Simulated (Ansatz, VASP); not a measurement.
## NaI in VASP and in Ansatz

```
Na I
1.0
     0.00000    3.23640    3.23640
     3.23640    0.00000    3.23640
     3.23640    3.23640    0.00000
Na I
1 1
Direct
  0.00000 0.00000 0.00000
  0.54828 0.45172 0.54828
```

Change from the starting cell: all I atoms moved +0.312 Å, as atom 2 along Cartesian [0 1 0].

Alike in both runs: task single point; functional PBEsol; k mesh 6 × 6 × 6; occupations gaussian, width 0.05 eV; no spin polarisation.

|  | VASP | Ansatz |
| --- | --- | --- |
| version | VASP 6.6.1 | Ansatz 0.2.0 |
| potentials or method | VASP PAW PBE potentials, release 64 (Na_pv, I) | scalar-relativistic, plane waves, PAW |
| plane-wave cutoff (eV) | 520 | 420 |
| valence electrons in the cell | 14 | 26 |

Ansatz gave:

| Item | Value |
| --- | --- |
| gap on the k mesh at the Fermi level (eV) | 3.53 |
| least direct gap on the mesh (eV) | 3.53 |
| pressure (GPa) | 0.0 |
| largest component of the traceless stress (GPa) | 1.23 |
| rms of the force components (eV/Å) | 0.212 |

Problem. Estimate VASP's values.

Solution. gap on the k mesh at the Fermi level (eV): 3.52; least direct gap on the mesh (eV): 3.52; pressure (GPa): 0.1; largest component of the traceless stress (GPa): 1.25; rms of the force components (eV/Å): 0.215.

Atom by atom the forces differ by 0.003 eV/Å (rms over components). The functional is the same, so the differences come from potentials, cutoffs and numerics. The two sets of potentials don't hold the same shells in valence.

Caveats: the PAW data sets were made with another functional, which shifts forces and pressure a little (VASP); spin-orbit coupling is left out, which moves the levels of the heavy elements.
